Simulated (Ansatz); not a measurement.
# Al (dhcp type): how the settings move a single-point run

How sensitive is a single-point run of Al (dhcp type) to its settings? A reference run comes first, then one run with altered input.

Program: Ansatz 0.2.0. Level of theory: reference: DFT, PBE, norm-conserving pseudopotentials, Ansatz's default files, scalar-relativistic. These are calculated values, not measurements.

1 further run of the same task is left out (it didn't finish).

**1. Starting point**

The structure is hexagonal, space group P6_3/mmc (No. 194). Conventional cell: a = 2.111 Å, b = 2.111 Å, c = 6.864 Å, α = 90.00°, β = 90.00°, γ = 120.00°. Al (site symmetry -3m) has 12 Al at 2.10 to 2.11 Å as nearest neighbours. Al (site symmetry -6m2) is surrounded by 12 Al at 2.10 to 2.11 Å.

As a file:

```cif
data_structure
_symmetry_space_group_name_H-M 'P 1'
_symmetry_Int_Tables_number 1
_cell_length_a 2.1106
_cell_length_b 2.1106
_cell_length_c 6.8639
_cell_angle_alpha 90.000
_cell_angle_beta 90.000
_cell_angle_gamma 120.000
_cell_volume 26.48
loop_
_atom_site_label
_atom_site_type_symbol
_atom_site_fract_x
_atom_site_fract_y
_atom_site_fract_z
_atom_site_occupancy
Al1 Al 0.00000 0.00000 0.00000 1
Al2 Al 0.00000 0.00000 0.50000 1
Al3 Al 0.33333 0.66667 0.25000 1
Al4 Al 0.66667 0.33333 0.75000 1
```

**2. Baseline**

input.yaml reads:

```yaml
crystal:
  lattice:
    - [2.1105868071, 0.0, 0.0]
    - [-1.0552934035, 1.8278217919, 0.0]
    - [0.0, 0.0, 6.8639114519]
  atoms:
    - { symbol: Al, position: [0.0, 0.0, 0.0] }
    - { symbol: Al, position: [0.0, 0.0, 0.5] }
    - { symbol: Al, position: [0.3333333333, 0.6666666667, 0.25] }
    - { symbol: Al, position: [0.6666666667, 0.3333333333, 0.75] }
kpoints:
  mp_grid: { grid: [14, 14, 4] }
scf:
  occupations: { method: fermi_dirac, width: 0.08 }
hamiltonian:
  xc: pbe
  pseudopotentials: { kind: nc }
output:
  forces: true
  stress: true
  eigenvalues: true
```

Command:

```bash
$ ansatz run input.yaml --threads 1 --pin off --max-ram 3072MiB --backend cpu --events-out ev --progress --plain --runs-dir out
```

The main lines of its log:

```text
[...]
Basis set: ecut = 544.227725 eV, 741 PW (Γ), exchange–correlation on 36×36×108 points (8 copies of the dense FFT grid, shifted against one another)
[...]
k-points: 72 of 784
[...]
SCF iter   1: F=—  HF=-643.233886 eV  |F-HF|=—  |Δ(HF+E_count)|=         —  Δρ=6.51e-2  dr2=6.76e-1  ethr=3.10e-3  ⟨swp⟩=5.9  Hψ=5555  notcnv=0
preconditioner: auto → none  [metal: Δε(μ)=0.169 eV  Ē_g=11.969 eV  σ=0.080 eV  W_gap=0.48  n_scr=4 (ndim 8)  ℏωp=25.0 eV  f_vac=0.000  D(μ)=0.62/eV (n_scr^D=4)  sad-step TF]
SCF iter   2: F=—  HF=-643.006211 eV  |F-HF|=—  |Δ(HF+E_count)|=   2.28e-1  Δρ=4.05e-2  dr2=2.62e-1  ethr=3.10e-3  ⟨swp⟩=1.0  Hψ=1296  notcnv=0
[...]
SCF iter   6: F=—  HF=-642.853028 eV  |F-HF|=—  |Δ(HF+E_count)|=   1.53e-4  Δρ=2.98e-5  dr2=1.16e-7  ethr=8.33e-10  ⟨swp⟩=7.2  Hψ=4267  notcnv=0
SCF iter   7: F=-642.853028 eV  HF=-642.853028 eV  |F-HF|=2.32e-10  |Δ(HF+E_count)|=   2.22e-8  Δρ=8.54e-6  dr2=7.49e-9  ethr=8.33e-10  ⟨swp⟩=3.7  Hψ=1962  notcnv=0
[...]
SCF converged after 7 iterations
Free energy (F): -642.853028 eV
[...]
E sigma→0 (E₀):  -642.845686 eV
[...]
Fermi energy:    21.083042 eV
[...]
  P = ⅓ Tr σ = 451.6490 GPa (4516.490 kbar)
[...]
```

Wall time 1.8 s (1 thread of Intel Xeon Platinum 8488C (Sapphire Rapids), shared host); peak memory 0.29 GiB.

**3. Changed: dispersion d3bjatm**

Changes to input.yaml since step 2:

```diff
@@ -17,2 +17,3 @@
   pseudopotentials: { kind: nc }
+  dispersion: d3bjatm
 output:
```

Command:

```bash
$ ansatz run input.yaml --threads 1 --pin off --max-ram 3072MiB --backend cpu --events-out ev --progress --plain --runs-dir out
```

Log (excerpt; [...] marks lines left out):

```text
[...]
Pseudopotentials: kind: nc
Pseudopotential: Al, nc, valence charge 3, recommended cutoff 544.227725 eV (normal), Al.nc.azcp
Functional definition: PBE
[...]
Crystal: 4 atoms, lattice volume = 26.479 Å³
Basis set: ecut = 544.227725 eV, 741 PW (Γ), exchange–correlation on 36×36×108 points (8 copies of the dense FFT grid, shifted against one another)
Bands: 10, of which v1, the nominal top of the filled ones, is band 6 counted from 1 (5 counted from 0)
Symmetry: 24 space group operations
Space group: P63/mmc (ITA 194), of the structure as read, at distance tolerance 3.0e-5 Å
k-points: 72 of 784
[...]
SCF iter   1: F=—  HF=-646.258945 eV  |F-HF|=—  |Δ(HF+E_count)|=         —  Δρ=6.51e-2  dr2=6.76e-1  ethr=3.10e-3  ⟨swp⟩=5.9  Hψ=5555  notcnv=0
[...]
SCF iter   7: F=-645.878086 eV  HF=-645.878086 eV  |F-HF|=2.32e-10  |Δ(HF+E_count)|=   2.22e-8  Δρ=8.54e-6  dr2=7.49e-9  ethr=8.33e-10  ⟨swp⟩=3.7  Hψ=1962  notcnv=0
[...]
SCF converged after 7 iterations
Free energy (F): -645.878086 eV
[...]
E sigma→0 (E₀):  -645.870745 eV
Entropy (-TS):   -0.014683 eV (-3.671 meV/atom)
Fermi energy:    21.083042 eV
[...]
--- Forces (eV/Å), atoms counted from 1 ---
  atom   1  Al     0.00000000     0.00000000     0.00000000
  atom   2  Al     0.00000000     0.00000000     0.00000000
  atom   3  Al    -0.00000000    -0.00000000     0.00000000
  atom   4  Al    -0.00000000     0.00000000     0.00000000
[...]
--- Stress (GPa, compression-positive) ---
      435.499000       0.000000       0.000000
       -0.000000     435.499000       0.000000
        0.000000       0.000000     436.022845
  P = ⅓ Tr σ = 435.6736 GPa (4356.736 kbar)
--- Band table (eV; the first three rows and the last of 72) ---
  k-point 0: bands = ["2.6514", "5.6691", "5.7004", "12.9481", "15.4516", "27.0381", "27.1122", "38.1006", "38.1006", "39.2142"]
[...]
```

Wall time 2.6 s (1 thread of Intel Xeon Platinum 8488C (Sapphire Rapids), shared host); peak memory 0.29 GiB.

The energy moves by -756.3 meV/atom, nearly all of it the dispersion term itself (-756.3 meV/atom); that offset belongs to the model and is no gain or loss of stability; the pressure goes from 451.6 to 435.7 GPa.

**4. Comparison**

| run | ending | energy change | pressure (GPa) | gap (eV) | force (eV/Å) | cycles | time |
| --- | --- | --- | --- | --- | --- | --- | --- |
| reference | converged | 0 | 451.6 | 0.00 | 0.00 | 7 | 1.8 s |
| 1: dispersion d3bjatm | converged | -756.3 meV/atom (offset of the dispersion model) | 435.7 | 0.00 | 0.00 | 7 | 2.6 s |

Residual by cycle in the longest SCF loop of each run; runs are numbered as in the table. The quantity is the density residual dr2, in eV.

```csv
cycle,reference,run 1
1,0.676,0.676
2,0.262,0.262
3,4.1e-4,4.1e-4
4,1.1e-4,1.1e-4
5,2.3e-6,2.3e-6
6,1.2e-7,1.2e-7
7,7.5e-9,7.5e-9
```

The energy moves by -756.3 meV/atom, nearly all of it the dispersion term itself (-756.3 meV/atom); that offset belongs to the model and is no gain or loss of stability; the pressure goes from 451.6 to 435.7 GPa. The structure is not at rest: the sound run finds 452 GPa, so these are no properties of the relaxed crystal. 
